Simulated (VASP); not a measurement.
**VASP 6.6.1 run: CdTe**

INCAR

```
ENCUT = 600
EDIFFG = -5E-3
NELM = 120
GGA = PS
IBRION = 2
SIGMA = 0.02
ISIF = 3
LCHARG = .FALSE.
PREC = Accurate
LWAVE = .FALSE.
LASPH = .TRUE.
NSW = 40
NBANDS = 16
ISMEAR = -1
EDIFF = 1E-7
PSTRESS = 300
LREAL = .FALSE.
```

KPOINTS

```
KPOINTS created by Atomic Simulation Environment
0
Gamma
6 6 6
0 0 0
```

POSCAR

```
Cd Te
 1.0000000000000000
     0.0000000000000000    3.0655637050651565    3.0655637050651565
     3.0655637050651565    0.0000000000000000    3.0655637050651565
     3.0655637050651565    3.0655637050651565    0.0000000000000000
 Cd  Te
   1   1
Cartesian
  0.0000000000000000  0.0000000000000000  0.0000000000000000
  3.0655637050651565  3.0655637050651565  3.0655637050651565
```

The recommended PBE PAW datasets give the neutral cell 18 valence electrons.

Command

```
mpirun -np 1 vasp_std
```

OSZICAR

```
N       E                     dE             d eps       ncg     rms          rms(c)
DAV:   1     0.103355088653E+03    0.10336E+03   -0.91626E+03   536   0.111E+03
DAV:   2    -0.200832531382E+01   -0.10536E+03   -0.99487E+02   624   0.251E+02
DAV:   3    -0.545935212371E+01   -0.34510E+01   -0.34038E+01   624   0.451E+01
DAV:   4    -0.548253050012E+01   -0.23178E-01   -0.23176E-01   720   0.353E+00
DAV:   5    -0.548278012814E+01   -0.24963E-03   -0.24963E-03   632   0.285E-01    0.521E+00
DAV:   6    -0.520206750090E+01    0.28071E+00   -0.47556E-01   592   0.827E+00    0.445E+00
DAV:   7    -0.518406737129E+01    0.18000E-01   -0.90471E-02   584   0.210E+00    0.176E+00
DAV:   8    -0.518263302083E+01    0.14344E-02   -0.13893E-02   568   0.140E+00    0.494E-01
DAV:   9    -0.518208569375E+01    0.54733E-03   -0.24458E-03   600   0.573E-01    0.604E-02
DAV:  10    -0.518202012468E+01    0.65569E-04   -0.24916E-04   608   0.185E-01    0.467E-02
...
DAV:   7    -0.427368633158E+01    0.11499E-07   -0.49824E-08   256   0.378E-03
  16 F= 0.34405386E+01 E0= 0.34422257E+01  d E =-.346758E-03
       N       E                     dE             d eps       ncg     rms          rms(c)
DAV:   1    -0.428067603533E+01   -0.69897E-02   -0.22528E-03   624   0.611E-01    0.853E-02
DAV:   2    -0.428056280243E+01    0.11323E-03   -0.24952E-04   608   0.264E-01    0.337E-02
DAV:   3    -0.428055091619E+01    0.11886E-04   -0.18376E-05   600   0.522E-02    0.265E-02
DAV:   4    -0.428054800237E+01    0.29138E-05   -0.32084E-06   512   0.140E-02    0.360E-03
DAV:   5    -0.428054783290E+01    0.16947E-06   -0.22542E-07   488   0.681E-03    0.299E-03
DAV:   6    -0.428054777140E+01    0.61497E-07   -0.75278E-08   256   0.292E-03
  17 F= 0.34405209E+01 E0= 0.34422130E+01  d E =-.364426E-03
```

From OUTCAR

```
k-points           NKPTS =     16   k-points in BZ     NKDIM =     16   number of bands    NBANDS=     16

   NELECT =      18.0000    total number of electrons

   dimension x,y,z NGX =    36 NGY =   36 NGZ =   36
   dimension x,y,z NGXF=    72 NGYF=   72 NGZF=   72

  energy-cutoff  :      600.00
  volume of cell :       41.24
      direct lattice vectors                 reciprocal lattice vectors
    -0.000000000  2.742072393  2.742072393    -0.182343836  0.182343836  0.182343836
     2.742072393 -0.000000000  2.742072393     0.182343836 -0.182343836  0.182343836
     2.742072393  2.742072393  0.000000000     0.182343836  0.182343836 -0.182343836

 k-points in reciprocal lattice and weights: KPOINTS created by Atomic Simulation Env
   0.00000000  0.00000000  0.00000000       0.005
   0.16666667  0.00000000  0.00000000       0.037
   0.33333333  0.00000000  0.00000000       0.037
   0.50000000  0.00000000  0.00000000       0.019
   0.16666667  0.16666667  0.00000000       0.028
   0.33333333  0.16666667  0.00000000       0.111
   0.50000000  0.16666667  0.00000000       0.111
  -0.33333333  0.16666667  0.00000000       0.111
   ...

 E-fermi :   7.7936

 k-point     1 :       0.0000    0.0000    0.0000
  band No.  band energies     occupation
      1      -6.5150      2.00000
      2      -1.6704      2.00000
      3      -1.6704      2.00000
      4      -1.6154      2.00000
      5      -1.6154      2.00000
      6      -1.6154      2.00000
      7       6.8378      2.00000
      8       6.8378      2.00000
      9       6.8378      2.00000
     10       9.9911      0.00000
     11      14.8737      0.00000
     12      14.8737      0.00000
     13      14.8737      0.00000
     14      15.0466      0.00000
     15      16.2400      0.00000
     16      16.2400      0.00000

 k-point     2 :       0.1667    0.0000    0.0000
  band No.  band energies     occupation
      1      -6.1528      2.00000
      2      -1.7731      2.00000
      3      -1.7731      2.00000
      4      -1.6587      2.00000
      5      -1.5669      2.00000
      6      -1.5669      2.00000
      7       4.6018      2.00000
      8       7.0389      2.00000
      9       7.0389      2.00000
     10      11.3245      0.00000
     11      13.6767      0.00000
     12      14.0720      0.00000
     13      14.0720      0.00000
     14      15.3955      0.00000
     15      15.8574      0.00000
     16      15.8574      0.00000

 k-point     3 :       0.3333    0.0000    0.0000
  band No.  band energies     occupation
      1      -5.1863      2.00000
      2      -1.9774      2.00000
      3      -1.9774      2.00000
      4      -1.8288      2.00000
      5      -1.4569      2.00000
      6      -1.4569      2.00000
      7       1.8545      2.00000
      8       7.5224      2.00000
      9       7.5224      2.00000
     10      10.5955      0.00000
     11      12.1430      0.00000
     12      12.1430      0.00000
     13      14.1930      0.00000
     14      16.8328      0.00000
     15      17.5834      0.00000
     16      17.5834      0.00000

 ...

  Total        7.7232196      7.7232196      7.7232196      0.0000000      0.0000000     -0.0000000
  in kB      300.0835726    300.0835726    300.0835726      0.0000000      0.0000000     -0.0000000
  external PRESSURE =       0.0835726 kB  Pullay stress =     300.0000000 kB

 POSITION                                       TOTAL-FORCE (eV/Angst)
 -----------------------------------------------------------------------------------
      0.00000      0.00000      0.00000         0.000000     -0.000000     -0.000000
      2.74207      2.74207      2.74207         0.000000      0.000000      0.000000
 -----------------------------------------------------------------------------------
    total drift:                               -0.000000      0.000000      0.000000

  FREE ENERGIE OF THE ION-ELECTRON SYSTEM (eV)
  ---------------------------------------------------
  free  energy   TOTEN  =        -4.2805477714 eV

  energy  without entropy=       -4.2771636495  energy(sigma->0) =       -4.27885571
```

```csv
ionic step,ΔH (meV/atom),volume (Å³),largest force (eV/Å),pressure (GPa),electronic steps
1,0.0,57.62,0.000,-2.91,14
2,7747.2,21.02,0.000,537.86,15
3,-1034.5,44.03,0.000,19.45,12
4,-1066.3,42.84,0.000,23.52,10
5,-1083.1,41.15,0.000,30.37,9
6,-1082.8,41.45,0.000,29.08,7
7,-1082.8,41.43,0.000,29.13,5
11,-1082.9,41.39,0.000,29.31,3
12,-1083.0,41.39,0.000,29.34,5
13,-1083.0,41.37,0.000,29.39,5
14,-1083.0,41.35,0.000,29.50,5
15,-1083.1,41.30,0.000,29.73,5
16,-1083.1,41.20,0.000,30.16,7
17,-1083.1,41.24,0.000,30.01,6
```

It converged. Results: relaxed cell vector lengths 3.878, 3.878, 3.878 Å; relaxed cell volume 41.24 Å³.

 The volume moved far on the plane waves of the start cell, so a restart from CONTCAR is due.

For comparison, a separate PBEsol relaxation on usual settings, not on those above, ends at 54.25 Å³.

The run above took about 3.5 min on one core of a shared host (Intel Xeon Platinum 8488C) and held 0.23 GiB at most.
